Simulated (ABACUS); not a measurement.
**Ca under changes of volume**

One of the cells (42.718 Å³/atom); the others are scaled copies at fixed shape and fractional positions:

```xyz
1
Lattice="-2.2052 2.2052 2.1961 2.2052 -2.2052 2.1961 2.2052 2.2052 -2.1961" Properties=species:S:1:pos:R:3 pbc="T T T"
Ca    0.0000    0.0000    2.1961
```

This isn't the form of Ca at room conditions, which is fcc.

| Quantity | Value |
| --- | --- |
| Program | ABACUS 3.10.1 |
| Functional | PBE |
| Potentials or basis | PseudoDojo NC SR 0.4.1 PBE standard |
| Cutoff | 1361 eV |
| Density cutoff | 5442 eV |
| Basis | DZP LCAO (the cutoffs set its grid) |
| k mesh | 9 × 9 × 9 |
| Occupations | fermi-dirac, width 0.05 eV |
| Spin | no spin polarisation |

```tsv
volume (Å³/atom)	energy over the lowest point (meV/atom)	pressure (GPa)
40.155	?	?
41.009	3.37	0.7
41.864	0.65	0.3
42.718	0.00	-0.1
43.573	1.30	-0.5
44.427	4.42	-0.8
45.281	9.26	-1.1
```

Task: What does the run at 40.155 Å³/atom give?

Result: Energy over the lowest point 8.22 meV/atom; pressure 1.1 GPa.

Worked out: A Birch-Murnaghan fit of order 3 (a polynomial in V^(-2/3)) to the other rows has its minimum at 42.57 Å³/atom with B0 = V·E''(V) = 18.4 GPa (rough, since the energies scatter) at fixed shape and positions, which overstates the stiffness. It gives 8.28 meV/atom at 40.155 Å³/atom, against the run's 8.22, and -dE/dV = 1.1 GPa, against 1.1.

Energies are extrapolated to zero smearing.

Caveats: the atomic orbitals were generated for these runs and aren't a published set; the basis of atomic orbitals isn't converged, which shifts pressures, moduli and gaps.
